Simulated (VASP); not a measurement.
**NaI (strained zincblende), PBE single-point calculation: Ansatz's output and VASP's**

```
CELL_PARAMETERS angstrom
0.00000 3.43690 3.43690
3.43690 0.00000 3.43690
3.43690 3.43690 0.00000
ATOMIC_POSITIONS crystal
Na 0.00000 0.00000 0.00000
I 0.25000 0.25000 0.25000
```

Ansatz printed

```
SCF 1 converged in 7 iterations: F = -9001.739027 eV  dr2 = 7.62e-8
  greatest PAW one-centre occupation: 0.999 electrons in one spin orbital (limit 2), on the Na atom at site 0 (counted from 0), in its partial waves of l = 0
NSCF: frozen V_eff on 6 k-points
SCF converged after 7 iterations
Free energy (F): -9001.739027 eV
Harris-Foulkes:  -9001.739027 eV  (|F-HF|=6.21e-8)
Internal energy: -9001.739027 eV  (E = F + TS)
E sigma→0 (E₀):  -9001.739027 eV
Fermi energy:    3.220992 eV
--- Per-component energies (eV) ---
  E_band       = -651.553981
  E_kinetic    = 310.380066
  E_local      = -3761.463759  (includes V_loc(G=0)·N_el)
  E_nonlocal   = 25.375293
  E_hartree    = 1705.812706
  E_xc         = -167.434372
  E_vxc        = -179.180961  (∫ρ·V_xc dr)
  E_paw        = -5080.516399  (= ΣΔE_a)
  E_vpaw       = -458.275520  (= ΣTr[D̂ρ^β])
  E_aug_tail   = -0.000036  (compensation charges beyond the density's cutoff)
  E_ewald      = -2033.892524
  E_smearing   = -0.000000  (= −TS)
  E_closure    = 0.000000  (closes the sum)
  Σ components = -9001.739027   (vs F -9001.739027, Δ=0.00e0)
--- Forces (eV/Å), atoms counted from 1 ---
  atom   1  Na     0.00000000    -0.00000000    -0.00000000
  atom   2  I     -0.00000000     0.00000000    -0.00000000
  max |Σ_I F_I| component: 5.15e-17 eV/Å
--- Stress (GPa, compression-positive) ---
        1.742474      -0.000000      -0.000000
       -0.000000       1.742474       0.000000
       -0.000000       0.000000       1.742474
  P = ⅓ Tr σ = 1.7425 GPa (17.425 kbar)
--- Band table (eV; the first three rows and the last of 16) ---
  k-point 0: bands = ["-48.8057", "-41.4863", "-41.4863", "-41.4863", "-41.4833", "-41.4833", "-20.7276", "-20.7276", "-20.7276", "-9.3541", "1.2106", "1.2106", "1.2106", "5.1957", "9.2848", "9.2848", "9.2848"]
  k-point 1: bands = ["-48.8057", "-41.4863", "-41.4863", "-41.4863", "-41.4833", "-41.4833", "-20.7287", "-20.7277", "-20.7277", "-9.3123", "0.7578", "1.1706", "1.1706", "5.8294", "8.9396", "9.4441", "9.4441"]
  k-point 2: bands = ["-48.8056", "-41.4863", "-41.4863", "-41.4862", "-41.4833", "-41.4833", "-20.7309", "-20.7280", "-20.7280", "-9.2259", "0.0724", "1.0942", "1.0942", "6.6444", "8.9464", "9.1951", "9.1951"]
  k-point 15: bands = ["-48.8056", "-41.4863", "-41.4862", "-41.4862", "-41.4833", "-41.4833", "-20.7320", "-20.7292", "-20.7289", "-9.1246", "0.0744", "0.5080", "0.6963", "6.9761", "8.1777", "9.7528", "9.9261"]
```

Datasets and cutoffs are each program's own. VASP's cell holds 14 valence electrons and Ansatz's 26. Ansatz's stress includes a Pulay correction; VASP's doesn't.

Task: What does VASP give for the same cell and level of theory?

Result: gap between bands v and c 3.98 eV; least direct gap 3.98 eV; pressure 1.8 GPa.

From OUTCAR

```
k-points           NKPTS =     16   k-points in BZ     NKDIM =     16   number of bands    NBANDS=     14

   NELECT =      14.0000    total number of electrons

   dimension x,y,z NGX =    36 NGY =   36 NGZ =   36
   dimension x,y,z NGXF=    72 NGYF=   72 NGZF=   72

  energy-cutoff  :      520.00
  volume of cell :       81.19
      direct lattice vectors                 reciprocal lattice vectors
     0.000000000  3.436895885  3.436895885    -0.145480113  0.145480113  0.145480113
     3.436895885  0.000000000  3.436895885     0.145480113 -0.145480113  0.145480113
     3.436895885  3.436895885  0.000000000     0.145480113  0.145480113 -0.145480113

 k-points in reciprocal lattice and weights: KPOINTS created by Atomic Simulation Env
   0.00000000  0.00000000  0.00000000       0.005
   0.16666667  0.00000000  0.00000000       0.037
   0.33333333  0.00000000  0.00000000       0.037
   0.50000000  0.00000000  0.00000000       0.019
   0.16666667  0.16666667  0.00000000       0.028
   0.33333333  0.16666667  0.00000000       0.111
   0.50000000  0.16666667  0.00000000       0.111
  -0.33333333  0.16666667  0.00000000       0.111
   ...

 E-fermi :  -0.1199

 k-point     1 :       0.0000    0.0000    0.0000
  band No.  band energies     occupation
      1     -22.5845      2.00000
      2     -22.5845      2.00000
      3     -22.5845      2.00000
      4     -11.2114      2.00000
      5      -0.6465      2.00000
      6      -0.6465      2.00000
      7      -0.6465      2.00000
      8       3.3346      0.00000
      9       7.4037      0.00000
     10       7.4037      0.00000
     11       7.4037      0.00000
     12       9.2002      0.00000
     13       9.2002      0.00000
     14      10.7129      0.00000

 k-point     2 :       0.1667    0.0000    0.0000
  band No.  band energies     occupation
      1     -22.5856      2.00000
      2     -22.5846      2.00000
      3     -22.5846      2.00000
      4     -11.1691      2.00000
      5      -1.1000      2.00000
      6      -0.6864      2.00000
      7      -0.6864      2.00000
      8       3.9688      0.00000
      9       7.0639      0.00000
     10       7.5623      0.00000
     11       7.5623      0.00000
     12       8.7812      0.00000
     13       8.7812      0.00000
     14      10.3865      0.00000

 k-point     3 :       0.3333    0.0000    0.0000
  band No.  band energies     occupation
      1     -22.5877      2.00000
      2     -22.5849      2.00000
      3     -22.5849      2.00000
      4     -11.0820      2.00000
      5      -1.7863      2.00000
      6      -0.7628      2.00000
      7      -0.7628      2.00000
      8       4.7821      0.00000
      9       7.0797      0.00000
     10       7.3151      0.00000
     11       7.3151      0.00000
     12       9.4786      0.00000
     13       9.4786      0.00000
     14       9.8442      0.00000

 k-point     4 :       0.5000    0.0000    0.0000
  band No.  band energies     occupation
      1     -22.5888      2.00000
      2     -22.5850      2.00000
      3     -22.5850      2.00000
      4     -11.0371      2.00000
      5      -2.0704      2.00000
      6      -0.7994      2.00000
      7      -0.7994      2.00000
      8       4.9215      0.00000
      9       7.1079      0.00000
     10       7.1079      0.00000
     11       7.3971      0.00000
     12      10.2713      0.00000
     13      10.8998      0.00000
     14      10.8998      0.00000

 k-point     5 :       0.1667    0.1667    0.0000
  band No.  band energies     occupation
      1     -22.5857      2.00000
      2     -22.5848      2.00000
      3     -22.5848      2.00000
      4     -11.1551      2.00000
      5      -1.0984      2.00000
      6      -0.7723      2.00000
      7      -0.7723      2.00000
      8       4.1789      0.00000
      9       6.7406      0.00000
     10       7.7462      0.00000
     11       7.8450      0.00000
     12       7.8450      0.00000
     13       9.5046      0.00000
     14      11.7548      0.00000

 k-point     6 :       0.3333    0.1667    0.0000
  band No.  band energies     occupation
      1     -22.5873      2.00000
      2     -22.5851      2.00000
      3     -22.5851      2.00000
      4     -11.0829      2.00000
      5      -1.6009      2.00000
      6      -0.8897      2.00000
      7      -0.8686      2.00000
      8       4.9659      0.00000
      9       6.5043      0.00000
     10       6.9658      0.00000
     11       7.9487      0.00000
     12       8.8072      0.00000
     13      10.0416      0.00000
     14      11.0302      0.00000

 ...

  Total        0.8943067      0.8943067      0.8943067      0.0000000      0.0000000      0.0000000
  in kB       17.6468804     17.6468804     17.6468804      0.0000000      0.0000000      0.0000000
  external PRESSURE =      17.6468804 kB  Pullay stress =       0.0000000 kB

 POSITION                                       TOTAL-FORCE (eV/Angst)
 -----------------------------------------------------------------------------------
      0.00000      0.00000      0.00000        -0.000000     -0.000000      0.000000
      1.71845      1.71845      1.71845         0.000000      0.000000     -0.000000
 -----------------------------------------------------------------------------------
    total drift:                                0.000002      0.000002      0.000002

  FREE ENERGIE OF THE ION-ELECTRON SYSTEM (eV)
  ---------------------------------------------------
  free  energy   TOTEN  =        -5.2405009949 eV

  energy  without entropy=       -5.2405009949  energy(sigma->0) =       -5.24050099
```
